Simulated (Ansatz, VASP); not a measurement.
# WSe2 in two plane-wave programs, part 2 of 2

Aim: how closely do two programs agree when they are given the same cell, functional and k mesh? The cell is taken from a series of runs on this material, whose earlier steps may have relaxed, scaled, displaced or heated it; both programs get it as it stands.

VASP 6.6.1 and Ansatz 0.2.0.

So far: The starting structure; Ansatz: single point, PBEsol, spin-orbit coupling.

### Step 3. VASP: single point, PBEsol, spin-orbit coupling

Level of this step: PBEsol, spin-orbit coupling, no spin polarisation; plane waves and PAW (Se, W) (VASP).

The same cell, functional, mesh and smearing now go to VASP, with its own data sets.

Lines of VASP's logs that name or quote its potential files are left out, and so is its time.

INCAR

```
SYSTEM = WSe2
PREC = Accurate
ENCUT = 520
EDIFF = 1E-06
NELM = 200
ISMEAR = -1
SIGMA = 0.02
LREAL = .FALSE.
ALGO = Normal
GGA = PS
LNONCOLLINEAR = .TRUE.
MAGMOM = 0 0 0 0 0 0 0 0 0 0 0 0 0 0 0 0 0 0
NBANDS = 48
GGA_COMPAT = .FALSE.
LASPH = .TRUE.
LSORBIT = .TRUE.
LMAXMIX = 4
LORBIT = 11
LWAVE = .FALSE.
LCHARG = .FALSE.
ISIF = 2
LDIPOL = .TRUE.
IDIPOL = 3
DIPOL = 0.5 0.5 0.5
LVHAR = .TRUE.
EFERMI = MIDGAP
NELMDL = -8
KPAR = 2
```

POSCAR

```
WSe2
1.0
    3.2356349144      0.0000000000      0.0000000000
   -1.6178174572      2.8021420333      0.0000000000
    0.0000000000      0.0000000000     42.3000000000
Se W
4 2
Direct
    0.3333333334      0.6666666666      0.3868597119
    0.3333333334      0.6666666666      0.4663329842
    0.6666666667      0.3333333333      0.5336670158
    0.6666666667      0.3333333333      0.6131402881
    0.6666666667      0.3333333333      0.4265890927
    0.3333333334      0.6666666666      0.5734109073
```

KPOINTS

```
Automatic mesh
0
Gamma
6 6 1
0 0 0
```

PAW data sets: Se and W (PBE family, release 64).

Launch:

```bash
mpirun -np 2 vasp_ncl
```

Numbers of over 12 decimals in the logs are rounded to 6 here.

Output:

```text
[banner, memory and clock lines left out]
running    2 mpi-ranks, on    1 nodes
 distrk:  each k-point on    1 cores,    2 groups
 distr:  one band on    1 cores,    1 groups

 POSCAR found type information on POSCAR SeW
 POSCAR found :  2 types and       6 ions
|                                                                             |
|               ----> ADVICE to this user running VASP <----                  |
|                                                                             |
|     You enforced a specific xc type in the INCAR file but a different       |
|     [... a line on the potential file left out ...]
|     I HOPE YOU KNOW WHAT YOU ARE DOING!                                     |
|                                                                             |

 LDA part: xc-table for (Slater+PW92), standard interpolation
 POSCAR, INCAR and KPOINTS ok, starting setup
 FFT: planning ... GRIDC
 FFT: planning ... GRID_SOFT
 FFT: planning ... GRID
 WAVECAR not read
 entering main loop
       N       E                     dE             d eps       ncg     rms          rms(c)
DAV:   1     0.284803363914E+03    0.28480E+03   -0.12198E+04   704   0.112E+03
DAV:   2    -0.703992324394E+01   -0.29184E+03   -0.27969E+03  1008   0.220E+02
DAV:   3    -0.475558360708E+02   -0.40516E+02   -0.40152E+02   816   0.911E+01
DAV:   4    -0.488864216834E+02   -0.13306E+01   -0.13179E+01   920   0.193E+01
DAV:   5    -0.489256717406E+02   -0.39250E-01   -0.39141E-01  1008   0.300E+00
DAV:   6    -0.489265289051E+02   -0.85716E-03   -0.85660E-03   944   0.464E-01
DAV:   7    -0.489265656677E+02   -0.36763E-04   -0.36751E-04  1024   0.823E-02
DAV:   8    -0.489265665772E+02   -0.90946E-06   -0.90910E-06   872   0.123E-02    0.340E+01
DAV:   9    -0.474435318583E+02    0.14830E+01   -0.59774E+00   968   0.121E+01    0.143E+01
DAV:  10    -0.471736753408E+02    0.26986E+00   -0.35447E+00   848   0.100E+01    0.771E+00
DAV:  11    -0.470041616604E+02    0.16951E+00   -0.47072E-01   880   0.441E+00    0.109E+00
DAV:  12    -0.469985253007E+02    0.56364E-02   -0.93050E-02   880   0.152E+00    0.407E-01
DAV:  13    -0.469966489834E+02    0.18763E-02   -0.96346E-03   896   0.586E-01    0.313E-01
DAV:  14    -0.469959992320E+02    0.64975E-03   -0.20245E-03   984   0.220E-01    0.175E-01
[...]
DAV:  22    -0.469962960965E+02   -0.53456E-04   -0.14530E-06   656   0.459E-03    0.255E-03
DAV:  23    -0.469963137456E+02   -0.17649E-04   -0.29904E-07   568   0.214E-03    0.175E-03
DAV:  24    -0.469963289557E+02   -0.15210E-04   -0.40005E-07   568   0.183E-03    0.136E-03
DAV:  25    -0.469963393581E+02   -0.10402E-04   -0.25481E-07   544   0.125E-03    0.124E-03
DAV:  26    -0.469963453801E+02   -0.60220E-05   -0.10843E-07   512   0.828E-04    0.711E-04
DAV:  27    -0.469963502194E+02   -0.48393E-05   -0.16192E-07   544   0.906E-04    0.202E-04
DAV:  28    -0.469963515457E+02   -0.13263E-05   -0.31362E-08   480   0.477E-04    0.315E-04
DAV:  29    -0.469963519690E+02   -0.42331E-06   -0.95986E-09   408   0.258E-04
   1 F= -.46996352E+02 E0= -.46996352E+02  d E =-.703731E-12  mag=     0.0000    -0.0000     0.0000
```

OUTCAR, selected parts (step 3):

```text
ion  position               nearest neighbor table
   1  0.333  0.667  0.387-   5 2.51   5 2.51   5 2.51
   2  0.333  0.667  0.466-   5 2.51   5 2.51   5 2.51
   3  0.667  0.333  0.534-   6 2.51   6 2.51   6 2.51
   4  0.667  0.333  0.613-   6 2.51   6 2.51   6 2.51
   5  0.667  0.333  0.427-   1 2.51   1 2.51   1 2.51   2 2.51   2 2.51   2 2.51
   6  0.333  0.667  0.573-   4 2.51   4 2.51   4 2.51   3 2.51   3 2.51   3 2.51

  LATTYP: Found a hexagonal cell.
 ALAT       =     3.2356349144
 C/A-ratio  =    13.0731683639

 Subroutine GETGRP returns: Found 12 space group operations
 (whereof 12 operations were pure point group operations)

The static configuration has the point symmetry D_3d.

 Found      7 irreducible k-points:

   k-points           NKPTS =      7   k-points in BZ     NKDIM =      7   number of bands    NBANDS=     48

   dimension x,y,z NGX =    24 NGY =   24 NGZ =  320
   dimension x,y,z NGXF=    48 NGYF=   48 NGZF=  640

   ENCUT  =  520.0 eV  38.22 Ry    6.18 a.u.   6.02  6.02 78.65*2*pi/ulx,y,z

   NELECT =      36.0000    total number of electrons

 k-points in reciprocal lattice and weights: Automatic mesh
   0.00000000  0.00000000  0.00000000       0.028
   0.16666667  0.00000000  0.00000000       0.167
   0.33333333  0.00000000  0.00000000       0.167
   0.50000000  0.00000000  0.00000000       0.083
   0.16666667  0.16666667  0.00000000       0.167
   0.33333333  0.16666667  0.00000000       0.333
   0.33333333  0.33333333  0.00000000       0.056

 dipolmoment           0.000000      0.000000     -0.000000 electrons x Angstroem

 average (electrostatic) potential at core
       1 -59.9861       2 -60.0245       3 -60.0245       4 -59.9861       5 -47.1617
       6 -47.1617

 E-fermi :  -1.1145

 k-point     1 :       0.0000    0.0000    0.0000
  band No.  band energies     occupation
    ...
     32      -2.8447      1.00000
     33      -2.5537      1.00000
     34      -2.5537      1.00000
     35      -1.6434      1.00000
     36      -1.6434      1.00000
     37       0.9805      0.00000
     38       0.9805      0.00000
     39       1.0515      0.00000
     40       1.0515      0.00000
     41       1.2105      0.00000
    ...

 k-point     2 :       0.1667    0.0000    0.0000
  band No.  band energies     occupation
    ...
     32      -3.0649      1.00000
     33      -2.6634      1.00000
     34      -2.6634      1.00000
     35      -2.3274      1.00000
     36      -2.3274      1.00000
     37       0.1383      0.00000
     38       0.1383      0.00000
     39       0.4247      0.00000
     40       0.4247      0.00000
     41       0.7086      0.00000
    ...

 k-point     3 :       0.3333    0.0000    0.0000
  band No.  band energies     occupation
    ...
     32      -3.2488      1.00000
     33      -2.9978      1.00000
     34      -2.9978      1.00000
     35      -2.8750      1.00000
     36      -2.8750      1.00000
     37       0.0012      0.00000
     38       0.0012      0.00000
     39       0.3440      0.00000
     40       0.3440      0.00000
     41       0.4757      0.00000
    ...

  Total        2.1485975      2.1485975      1.5867585      0.0000000      0.0000000      0.0000000
  in kB        8.9758509      8.9758509      6.6287464      0.0000000      0.0000000      0.0000000
  external PRESSURE =       8.1934828 kB  Pullay stress =       0.0000000 kB

  energy-cutoff  :      520.00
  volume of cell :      383.52
      direct lattice vectors                 reciprocal lattice vectors
     3.235634914  0.000000000  0.000000000     0.309058354  0.178434924  0.000000000
    -1.617817457  2.802142033  0.000000000     0.000000000  0.356869847  0.000000000
     0.000000000  0.000000000 42.300000000     0.000000000  0.000000000  0.023640662

 POSITION                                       TOTAL-FORCE (eV/Angst)
 -----------------------------------------------------------------------------------
      0.00000      1.86809     16.36417         0.000000     -0.000000     -0.092010
      0.00000      1.86809     19.72589        -0.000000     -0.000000     -0.033446
      1.61782      0.93405     22.57411         0.000000      0.000000      0.033446
      1.61782      0.93405     25.93583        -0.000000      0.000000      0.092010
      1.61782      0.93405     18.04472         0.000000      0.000000     -0.101697
      0.00000      1.86809     24.25528        -0.000000     -0.000000      0.101697
 -----------------------------------------------------------------------------------
    total drift:                               -0.000000      0.000000      0.000000

  FREE ENERGIE OF THE ION-ELECTRON SYSTEM (eV)
  ---------------------------------------------------
  free  energy   TOTEN  =       -46.9963519690 eV

  energy  without entropy=      -46.9963519690  energy(sigma->0) =      -46.99635197

 vacuum level on the upper side and lower side of the slab         3.164         3.164

 Spin-Orbit-Coupling matrix elements
 Ion:    1  E_soc:     -0.0432139
 Ion:    2  E_soc:     -0.0435178
 Ion:    3  E_soc:     -0.0435178
 Ion:    4  E_soc:     -0.0432139
 Ion:    5  E_soc:     -0.3303637
 Ion:    6  E_soc:     -0.3303637

 total charge
# of ion       s       p       d       tot
------------------------------------------
    1        1.476   2.357   0.073   3.907
    2        1.479   2.351   0.078   3.908
    3        1.479   2.351   0.078   3.908
    4        1.476   2.357   0.073   3.907
    5        0.544   0.656   4.264   5.464
    6        0.544   0.656   4.264   5.464
--------------------------------------------------
tot          6.997  10.730   8.830  26.556

 magnetization (x)
# of ion       s       p       d       tot
------------------------------------------
    1        0.000   0.000   0.000   0.000
    2        0.000   0.000   0.000   0.000
    3        0.000   0.000   0.000   0.000
    4        0.000   0.000   0.000   0.000
    5        0.000   0.000   0.000   0.000
    6        0.000   0.000   0.000   0.000
--------------------------------------------------
tot          0.000   0.000   0.000   0.000

 magnetization (y)
# of ion       s       p       d       tot
------------------------------------------
    1        0.000  -0.000   0.000  -0.000
    2       -0.000  -0.000   0.000  -0.000
    3       -0.000  -0.000   0.000  -0.000
    4        0.000  -0.000   0.000  -0.000
    5        0.000  -0.000   0.000   0.000
    6        0.000   0.000   0.000   0.000
--------------------------------------------------
tot         -0.000  -0.000   0.000  -0.000

 magnetization (z)
# of ion       s       p       d       tot
------------------------------------------
    1        0.000   0.000   0.000   0.000
    2        0.000   0.000   0.000   0.000
    3        0.000   0.000   0.000   0.000
    4        0.000   0.000   0.000   0.000
    5        0.000   0.000   0.000   0.000
    6        0.000   0.000   0.000   0.000
--------------------------------------------------
tot          0.000   0.000   0.000   0.000

[... 3 further parts left out ...]
```

This run has no spin polarisation, so a moment on W, if there is one, isn't seen. The data set W keeps the semicore shell frozen, which is cheaper and a little less accurate.

### Step 4. Differences

Known differences besides the potentials themselves: spin-orbit coupling enters by fully relativistic files in Ansatz and inside the spheres in VASP; Ansatz cuts the interaction across the vacuum, VASP repeats the sheet with a dipole correction; the data sets hold 92 valence electrons in Ansatz (on its PAW fully relativistic soft_1 files) and 36 in VASP; the cutoff is 420 eV in Ansatz and 520 eV in VASP; Ansatz makes its cores anew for this functional, VASP keeps those of its PBE data sets. Total energies have different zeros and are not compared.

Compared:

```
              quantity  Ansatz   VASP  difference
gap on the k mesh (eV)   1.060  1.058      +0.002
```

Forces (eV/Å; atoms numbered as in POSCAR):

```
atom        Ansatz x, y, z          VASP x, y, z
 Se1  0.000, 0.000, -0.105  0.000, 0.000, -0.092
 Se2  0.000, 0.000, -0.022  0.000, 0.000, -0.033
 Se3   0.000, 0.000, 0.022   0.000, 0.000, 0.033
 Se4   0.000, 0.000, 0.105   0.000, 0.000, 0.092
  W5  0.000, 0.000, -0.101  0.000, 0.000, -0.102
  W6   0.000, 0.000, 0.101   0.000, 0.000, 0.102
```

The forces differ by 5.9 meV/Å r.m.s., which is 12.6 % of the r.m.s. force of 0.047 eV/Å (both taken over all components). A gap on the mesh is an upper bound, since the band edges may lie between its points. With vacuum in the cell, a pressure given here is an average over mostly empty space and none of the material.

### Step 5. Outcome

```
r.m.s. force difference (single point, PBEsol, spin-orbit coupling) : 5.9 meV/Å
```

**Reading.** The r.m.s. force difference is 5.9 meV/Å (single point, PBEsol, spin-orbit coupling), within the 12 meV/Å picked in this series as the mark of a large difference. The data sets hold unlike numbers of valence electrons (92 in Ansatz and 36 in VASP), so part of the differences comes from the potentials. Such differences can come from data sets, numerical settings and the points named under the comparisons, not from the functional's error against experiment.

[Lines on the potential files, build, host, timing and source positions are cut from VASP's logs without a mark.]

[Logs are printed without paths, hosts, clocks, repeated set-up lines and the standing remarks that a program may print on its own settings, such as how far it seeks lower states.]

[Hosts, paths, dates, database ids (printed as entryN), source tags and the programs' standing remarks are cut or masked in the printed files.]
